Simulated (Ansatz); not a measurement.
## Ta2C under changes of volume

One of the cells (13.774 Å³/atom); the others are scaled copies at fixed shape and fractional positions:

```xyz
3
Lattice="3.1059 0.0000 0.0000 -1.5530 2.6898 0.0000 0.0000 0.0000 4.9464" Properties=species:S:1:pos:R:3 pbc="T T T"
Ta    1.5530    0.8966    3.6999
Ta    0.0000    1.7932    1.2465
C     0.0000    0.0000    0.0000
```

```yaml
Program: Ansatz 0.2.0
Functional: r2SCAN
Potentials_or_basis: Ansatz PAW
Cutoff: "500 eV (not typed: the program's choice for these potentials)"
k_mesh: 10 × 10 × 6
Occupations: fermi-dirac, width 0.05 eV
Spin: no spin polarisation
```

```csv
volume (Å³/atom),energy over the lowest point (meV/atom),pressure (GPa),largest force (eV/Å)
12.948,55.68,21.6,0.843
13.223,25.18,14.0,0.629
13.499,7.02,7.2,0.431
13.774,0.00,1.1,0.248
14.050,?,?,?
14.325,15.17,-9.5,0.077
14.601,35.50,-14.0,0.222
```

**Question.** What does the run at 14.050 Å³/atom give?

**Answer.** Energy over the lowest point 3.04 meV/atom; pressure -4.5 GPa; largest force 0.079 eV/Å.

Worked out: A Birch-Murnaghan fit of order 3 (a polynomial in V^(-2/3)) to the other rows has its minimum at 13.82 Å³/atom with B0 = V·E''(V) = 288 GPa and B' = 4.2 at fixed shape and positions, which overstates the stiffness. It gives 3.07 meV/atom at 14.050 Å³/atom, against the run's 3.04, and -dE/dV = -4.5 GPa, against -4.5.

Energies are extrapolated to zero smearing.

Caveats: the PAW data sets come from PBE, with cores solved anew for the run's functional, which leaves a small shift of forces and pressure.
